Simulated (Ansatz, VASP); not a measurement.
## BP in VASP and in Ansatz

Contents of INCAR:

```
PREC = Accurate ; ENCUT = 600
EDIFF = 1E-6 ; ISMEAR = -1
SIGMA = 0.05 ; LREAL = F
LASPH = T ; NELM = 100
ALGO = Normal ; ISIF = 3
LWAVE = F ; LCHARG = F
GGA = PS ; IVDW = 13
IBRION = 2 ; NSW = 60
EDIFFG = -0.01
```

Contents of KPOINTS:

```
regular mesh
0
Gamma
  10 10 10
```

File POSCAR:

```
BP
1.0
    0.0000000000      2.2690000000      2.2690000000
    2.2690000000      0.0000000000      2.2690000000
    2.2690000000      2.2690000000      0.0000000000
P B
1 1
Direct
    0.7500000000      0.7500000000      0.7500000000
    0.0000000000      0.0000000000      0.0000000000
```

File input.yaml:

```yaml
crystal:
  lattice:
    - [0.0, 2.269, 2.269]
    - [2.269, 0.0, 2.269]
    - [2.269, 2.269, 0.0]
  atoms:
    - { symbol: P, position: [0.75, 0.75, 0.75] }
    - { symbol: B, position: [0.0, 0.0, 0.0] }
hamiltonian:
  xc: pbesol
  pseudopotentials: { kind: paw }
  dispersion: d4
kpoints:
  mp_grid: { grid: [10, 10, 10] }
scf:
  occupations: { method: fermi_dirac, width: 0.05 }
output:
  forces: true
  stress: true
  eigenvalues: true
  write_density: true
  write_potential: true
  elf: true
  volumetric_format: npy
relax:
  f_tol: 0.01
  max_steps: 40
  cell: { stress_tol: 0.05 }
```

Alike in both runs: task relaxation of cell and atoms; functional PBEsol; dispersion D4; k mesh 10 × 10 × 10; occupations fermi-dirac, width 0.05 eV; no spin polarisation.

|  | VASP | Ansatz |
| --- | --- | --- |
| version | VASP 6.6.1 | Ansatz 0.2.0 |
| potentials or method | VASP PAW PBE potentials, release 64 (P, B) | Ansatz PAW |
| plane-wave cutoff (eV) | 600 | 420 |
| valence electrons in the cell | 8 | 8 |

|  | VASP | Ansatz | Ansatz less VASP |
| --- | --- | --- | --- |
| gap on the k mesh at the Fermi level, each at its own relaxed structure (eV) | 1.09 | 1.10 | +0.004 |
| relaxed volume (Å³/atom) | 11.36 | 11.36 | -0.005 |
| relaxed cell length with the largest relative difference (Å) | 3.179 | 3.179 | -0.0005 |
| energy change over the relaxation (meV/atom) | -5 | -5 | -0.2 |

Caveats: the PAW data sets were made with another functional, which shifts forces and pressure a little (VASP); the plane-wave basis is chosen anew once the cell has moved, so the energies of steps on either side of that aren't comparable (Ansatz); the PAW data sets come from PBE, with cores solved anew for the run's functional, which leaves a small shift of forces and pressure (Ansatz). A k mesh can miss the band edges. As with any semilocal functional, this PBEsol gap is likely too small.
